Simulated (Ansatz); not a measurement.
Polymorphs of Mg5ZnO6

The calculation used DFT PBE, scalar-relativistic, plane waves, PAW in Ansatz. All cells share a 420 eV cutoff and Γ-centred k meshes spaced at most about 0.3 Å⁻¹ (2π included). No spin polarisation.

The zero of energy is the elements' standard structures at the same level (O₂ as a molecule); no fitted shifts are applied.

These are static total energies at zero pressure. The comparison covers the computed candidates alone. Kohn–Sham gaps at this level usually fall short of measured ones.

Invented guesses were relaxed alike, and ends that match in structure were merged. ΔE counts from the first row. Coordination counts O atoms around Mg and Zn (those within 1.25 times the shortest such distance or 1.15 times the sum of covalent radii, 1.27 where that leaves under three). The ends were matched against large subsets of the Crystallography Open Database and the Materials Project, so a missing match doesn't prove that a structure is unreported.

| # | reached from | type and space group | atoms | Å³/atom | coordination | ΔE (meV/atom) | gap on mesh (eV) | in databases | checks |
| --- | --- | --- | --- | --- | --- | --- | --- | --- | --- |
| 1 | Mg and Zn ordered on rock salt sites | P4/mmm (No. 123) | 12 | 9.7 | Mg 6, Zn 6 | 0 | 2.68 | no match | no imaginary mode on a 2×2×1 q mesh |
| 2 | Mg and Zn ordered on rock salt sites | P-3m1 (No. 164) | 12 | 9.7 | Mg 6, Zn 6 | 1 | 3.30 | no match | no imaginary mode on a 3×3×1 q mesh |
| 3 | Mg and Zn ordered on zinc blende sites | P-4m2 (No. 115) | 12 | 12.3 | Mg 4, Zn 4 | 57 | 2.51 | no match | no imaginary mode on a 2×2×1 q mesh |

The first two are tied within the noise. The first: Space group P4/mmm (No. 123), tetragonal, a = 3.019 Å, c = 12.799 Å. Around Mg on a site of symmetry 4mm lie 6 O at 2.12–2.13 Å; around Mg on a site of symmetry 4/mmm lie 6 O at 2.12–2.13 Å; around Mg on a second site of symmetry 4mm lie 6 O at 2.13–2.14 Å; Zn is surrounded by 6 O at 2.13–2.16 Å; O on a site of symmetry 4/mmm is surrounded by 6 Mg at 2.12–2.13 Å; 3 more sites not described. Its energy over the elements is −2.451 eV/atom. A negative formation energy is needed for stability but isn't enough: competing phases decide. An observed structure of this formula, if there is one, may be missing.

```
CELL_PARAMETERS angstrom
3.01862 0.00000 0.00000
0.00000 3.01862 0.00000
0.00000 0.00000 12.79928
ATOMIC_POSITIONS crystal
Mg 0.00000 0.00000 0.66558
Mg 0.50000 0.50000 0.50000
Mg 0.00000 0.00000 0.33442
Mg 0.50000 0.50000 0.16681
Mg 0.50000 0.50000 0.83319
Zn 0.00000 0.00000 0.00000
O 0.00000 0.00000 0.50000
O 0.50000 0.50000 0.33402
O 0.00000 0.00000 0.16910
O 0.50000 0.50000 0.00000
O 0.00000 0.00000 0.83090
O 0.50000 0.50000 0.66598
```

The second: Space group P-3m1 (No. 164), trigonal, a = 3.019 Å, c = 14.767 Å. Around Mg on a site of symmetry 3m lie 6 O at 2.11–2.13 Å; Mg on a second site of symmetry 3m has 6 O at 2.13 Å; Zn is surrounded by 6 O at 2.16 Å; O on its first site has 3 Mg at 2.11 Å and 3 Zn at 2.16 Å; 3 more sites not described. Counting O atoms around Mg and Zn, the first and the second both have Mg 6, Zn 6. Shaken at random and relaxed again, row 1 came back. Shaken at random and relaxed again, row 2 came back. Cells without such a test can be saddle points.
